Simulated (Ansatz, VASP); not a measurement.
## GaSb in two plane-wave programs

Aim: how closely do two programs agree when they are given the same cell, functional and k mesh? The cell is taken from a series of runs on this material, whose earlier steps may have relaxed, scaled, displaced or heated it; both programs get it as it stands.

Program: Ansatz 0.2.0. Level of theory: plane waves, with VASP 6.6.1 beside it; zone-centre phonons at PBEsol. Results are calculated unless marked as measured.

## 1. The structure

The structure is orthorhombic, space group Imm2 (No. 44). Conventional cell: a = 4.317 Å, b = 4.494 Å, c = 6.000 Å, α = 90.00°, β = 90.00°, γ = 90.00°. Nearest to Ga lie 4 Sb at 2.65 to 2.68 Å. Sb has 4 Ga at 2.65 to 2.68 Å nearest. Farther neighbours are not listed.

As a file:

```cif
data_structure
_symmetry_space_group_name_H-M 'P 1'
_symmetry_Int_Tables_number 1
_cell_length_a 4.3256
_cell_length_b 4.3256
_cell_length_c 4.4944
_cell_angle_alpha 58.701
_cell_angle_beta 58.701
_cell_angle_gamma 59.873
_cell_volume 58.21
loop_
_atom_site_label
_atom_site_type_symbol
_atom_site_fract_x
_atom_site_fract_y
_atom_site_fract_z
_atom_site_occupancy
Ga1 Ga 0.99701 0.99701 0.00299 1
Sb2 Sb 0.75299 0.75299 0.74701 1
```

## 2. Ansatz: zone-centre phonons, PBEsol

Ansatz runs on its PAW soft_1 files.

Second derivatives magnify differences that forces hide, and they need a tight electronic threshold.

input.yaml

```yaml
crystal:
  lattice:
    - [0.0626175529, 3.115381506, 3.0001979779]
    - [3.115381506, 0.0626175529, 3.0001979779]
    - [3.1779990591, 3.1779990591, 2.0e-10]
  atoms:
    - { symbol: Ga, position: [-0.0029852921, -0.0029852921, 0.0029852921] }
    - { symbol: Sb, position: [0.7529852921, 0.7529852921, 0.7470147079] }
kpoints:
  mp_grid: { grid: [12, 12, 12] }
hamiltonian:
  xc: pbesol
  pseudopotentials: { kind: paw, azcp: { folder: soft_1 }, xc_functional: pbe }
scf:
  occupations: { method: methfessel_paxton, width: 0.2 }
output:
  eigenvalues: true
phonons:
  method: dfpt
```

Command:

```bash
$ ansatz run input.yaml --threads 4 --pin off --max-ram 10240MiB --backend cpu --events-out ev --progress --plain --runs-dir out
```

Numbers of over 12 decimals in the logs are rounded to 6 here.

What it wrote:

```text
zone centre: on kpoints.mp_grid the ground state, and the responses unless they are solved on pairs of k-points, stand on 476 of the mesh's 1728 k-points, reduced under 2 symmetry operations, with k and −k counted as one. Each operation leaves every solved displacement unchanged or reverses it
Engine: ansatz 0.2.0, aarch64-unknown-linux-gnu
Pseudopotentials: kind: paw
Pseudopotential: Ga, paw, valence charge 13, recommended cutoff 420 eV (normal), soft_1/Ga.paw.azcp
Pseudopotential: Sb, paw, valence charge 15, recommended cutoff 420 eV (normal), soft_1/Sb.paw.azcp
Functional definition: PBEsol
  exchange = pbesol_x
  correlation = pbesol_c
Crystal: 2 atoms, lattice volume = 58.214 Å³
Basis set: ecut = 420 eV, 1155 PW (Γ), exchange–correlation on 64×64×64 points (8 copies of the dense FFT grid, shifted against one another)
Bands: 18, of which v1, the nominal top of the filled ones, is band 14 counted from 1 (13 counted from 0)
Symmetry: 4 space group operations
k-points: 476 of 1728 (irreducible under 2 space group operations, time reversal used)
Non-local potential: Ga, projectors of the file, l = 0: 2, l = 1: 2, l = 2: 3, l = 3: 1
Non-local potential: Sb, projectors of the file, l = 0: 2, l = 1: 2, l = 2: 2, l = 3: 1
PAW form: soft (Blöchl's): semilocal exchange-correlation on the pseudo side does not see the compensation charge
PAW frozen core: Ga, regenerated for the run's functional, and the local potential with it (the file was generated under x = pbe(κ = 0.804, μ = 0.219515), c = pbe(β = 0.066725))
PAW frozen core: Sb, regenerated for the run's functional, and the local potential with it (the file was generated under x = pbe(κ = 0.804, μ = 0.219515), c = pbe(β = 0.066725))
PAW one-centre angular grid: Ga, 590 points (default); XC on 64 Gauss nodes
PAW one-centre angular grid: Sb, 590 points (default); XC on 64 Gauss nodes
Initial density: superposition of atomic densities (chi_scale 0.1, normalization cell, long waves kept (reshape's long-wave potential 0.00 eV rms))
Initial wavefunctions: pseudopotential atomic-orbital guess
Functional: x = pbesol(κ = 0.804, μ = 0.123457), c = pbesol(β = 0.046)
SCF iter   1: F=—  HF=-10151.680031 eV  |F-HF|=—  |Δ(HF+E_count)|=         —  Δρ=3.11e-2  dr2=4.03e-1  ethr=3.10e-3  ⟨swp⟩=5.6  Hψ=43742  notcnv=0
preconditioner: auto → Kerker (q_TF=auto, 2.415 Å⁻¹)  [metal: Δε(μ)=0.083 eV  Ē_g=14.638 eV  σ=0.200 eV  W_gap=0.34  n_scr=14 (ndim 8)  ℏωp=20.6 eV  f_vac=0.008  D(μ)=0.06/eV (n_scr^D=0)]
SCF iter   2: F=—  HF=-10151.634408 eV  |F-HF|=—  |Δ(HF+E_count)|=   4.56e-2  S|Δr|=    0.00e0  Δρ=1.93e-2  dr2=1.84e-1  ethr=1.44e-3  ⟨swp⟩=1.0  Hψ=12378  notcnv=0
SCF iter   3: F=—  HF=-10151.593679 eV  |F-HF|=—  |Δ(HF+E_count)|=   4.07e-2  S|Δr|=    0.00e0  Δρ=3.11e-3  dr2=1.39e-2  ethr=6.57e-4  ⟨swp⟩=1.2  Hψ=8659  notcnv=0
SCF iter   4: F=—  HF=-10151.594404 eV  |F-HF|=—  |Δ(HF+E_count)|=   7.25e-4  S|Δr|=    0.00e0  Δρ=1.54e-3  dr2=2.37e-3  ethr=4.95e-5  ⟨swp⟩=2.0  Hψ=10477  notcnv=0
SCF iter   5: F=—  HF=-10151.595194 eV  |F-HF|=—  |Δ(HF+E_count)|=   7.89e-4  S|Δr|=    0.00e0  Δρ=5.60e-4  dr2=1.69e-4  ethr=8.47e-6  ⟨swp⟩=2.1  Hψ=12984  notcnv=0
SCF iter   6: F=—  HF=-10151.595299 eV  |F-HF|=—  |Δ(HF+E_count)|=   1.05e-4  S|Δr|=    0.00e0  Δρ=2.23e-4  dr2=2.13e-5  ethr=6.02e-7  ⟨swp⟩=2.0  Hψ=12859  notcnv=0
SCF iter   7: F=—  HF=-10151.595276 eV  |F-HF|=—  |Δ(HF+E_count)|=   2.24e-5  S|Δr|=    0.00e0  Δρ=7.32e-5  dr2=2.49e-6  ethr=7.59e-8  ⟨swp⟩=2.0  Hψ=12858  notcnv=0
SCF iter   8: F=—  HF=-10151.595282 eV  |F-HF|=—  |Δ(HF+E_count)|=   5.69e-6  S|Δr|=    0.00e0  Δρ=1.62e-5  dr2=1.42e-7  ethr=8.91e-9  ⟨swp⟩=2.0  Hψ=12863  notcnv=0
SCF iter   9: F=—  HF=-10151.595282 eV  |F-HF|=—  |Δ(HF+E_count)|=   3.16e-7  S|Δr|=    0.00e0  Δρ=6.54e-6  dr2=4.28e-8  ethr=5.09e-10  ⟨swp⟩=2.0  Hψ=12855  notcnv=0
SCF iter  10: F=—  HF=-10151.595283 eV  |F-HF|=—  |Δ(HF+E_count)|=   6.71e-8  S|Δr|=    0.00e0  Δρ=2.31e-6  dr2=5.78e-9  ethr=1.53e-10  ⟨swp⟩=2.0  Hψ=10461  notcnv=0
SCF iter  11: F=—  HF=-10151.595283 eV  |F-HF|=—  |Δ(HF+E_count)|=   3.98e-9  S|Δr|=    0.00e0  Δρ=8.42e-7  dr2=6.57e-10  ethr=2.06e-11  ⟨swp⟩=2.0  Hψ=10183  notcnv=0
SCF iter  12: F=—  HF=-10151.595283 eV  |F-HF|=—  |Δ(HF+E_count)|=  6.73e-10  S|Δr|=    0.00e0  Δρ=1.69e-7  dr2=2.18e-11  ethr=2.35e-12  ⟨swp⟩=2.0  Hψ=10482  notcnv=0
SCF iter  13: F=-10151.595283 eV  HF=-10151.595283 eV  |F-HF|=3.64e-12  |Δ(HF+E_count)|=  3.64e-11  S|Δr|=    0.00e0  Δρ=5.34e-8  dr2=3.01e-12  ethr=1.00e-12  ⟨swp⟩=6.0  Hψ=41223  notcnv=0
SCF 1 converged in 13 iterations: F = -10151.595283 eV  dr2 = 3.01e-12
  greatest PAW one-centre occupation: 0.996 electrons in one spin orbital (limit 2), on the Sb atom at site 1 (counted from 0), in its partial waves of l = 2
DFPT response loops at Γ: preconditioner auto → Kerker (q_TF=auto, 2.415 Å⁻¹) (partly filled bands, converged f_vac=0.080); β = 1.00, the filter's whole step (`scf.mixing.beta` (0.50) is not read by the response loops under this deck's `scf.mixing.preconditioner`; to damp them name `kerker` or `kerker_dos`, under which they read `scf.mixing.beta`, and type it under 1.00, their step now; both keys bind the ground state too); Broyden in place of MSR1
SCF converged after 13 iterations
Stability not checked: this state was not tested for a lower state beside it, because cold or Methfessel-Paxton smearing, or corrected tetrahedra, fill the levels in a way that the test cannot read (fill_not_monotonic; see scf.lower_state_search)
Free energy (F): -10151.595283 eV
Harris-Foulkes:  -10151.595283 eV  (|F-HF|=3.64e-12)
Internal energy: -10151.595474 eV  (E = F + TS)
E sigma→0 (E₀):  -10151.595330 eV
Entropy (-TS):   0.000191 eV (0.095 meV/atom)
Fermi energy:    7.524367 eV
Step filling:    the computed levels leave a gap of 0.0340 eV = 0.2 smearing widths at the electron count; against every level under it full and every level over it empty, smearing changes F+E_penalty+E_count by +0.129 meV and its σ→0 estimate by +0.082 meV
--- Per-component energies (eV) ---
  E_band       = -266.394392
  E_kinetic    = 275.189782
  E_local      = -3402.165878  (includes V_loc(G=0)·N_el)
  E_nonlocal   = 299.454800
  E_hartree    = 1736.174031
  E_xc         = -160.145202
  E_vxc        = -145.756724  (∫ρ·V_xc dr)
  E_paw        = -6420.495179  (= ΣΔE_a)
  E_vpaw       = -765.464362  (= ΣTr[D̂ρ^β])
  E_aug_tail   = -0.000070  (compensation charges beyond the density's cutoff)
  E_ewald      = -2480.802591
  E_core_change = 1.194834  (= ΣΔE_core)
  E_smearing   = 0.000191  (= −TS)
  E_closure    = -0.000000  (closes the sum)
  Σ components = -10151.595283   (vs F -10151.595283, Δ=0.00e0)
--- Band table (eV; the first three rows and the last of 476) ---
  k-point 0: bands = [... 10 lower, -3.9250, 7.2484, 7.2633, 7.5331, 7.6168, 10.1244, 10.2086, 10.4440]
  k-point 1: bands = [... 10 lower, -3.8572, 5.9958, 7.3783, 7.4101, 8.2753, 10.2491, 10.4708, 10.5965]
  k-point 2: bands = [... 10 lower, -3.6581, 4.6395, 7.1280, 7.1441, 8.4832, 10.5870, 10.9206, 11.3559]
  k-point 475: bands = [... 10 lower, -1.4670, 0.8439, 4.6061, 5.0026, 8.0120, 8.6635, 15.9516, 16.1872]
--- Phonons (Γ-DFPT): 4 representative perturbations + reference, on 476 of 1728 k-points (Σ response iterations 12) ---
  k mesh reduced under 2 symmetry operations, with k and −k counted as one. Each operation leaves every solved displacement unchanged or reverses it
  ASR residual: 3.996e-5 → 0.000e0 eV/Å²; symmetrization residual: 3.537e-6 eV/Å²
  ASR residual per site (eV/Å²): 2.15e-5 4.00e-5
  Γ frequencies (cm⁻¹): 0.00 0.00 0.00 207.03 211.19 215.11
  non-analytic LO–TO correction: not included (Born effective charges unavailable; polar crystals: no LO–TO splitting at Γ)
```

(Part 1 of 2 ends here.)

[Lines on the potential files, build, host, timing and source positions are cut from VASP's logs without a mark.]

[Logs are printed without paths, hosts, clocks, repeated set-up lines and the standing remarks that a program may print on its own settings, such as how far it seeks lower states.]

[Hosts, paths, dates, database ids (printed as entryN), source tags and the programs' standing remarks are cut or masked in the printed files.]
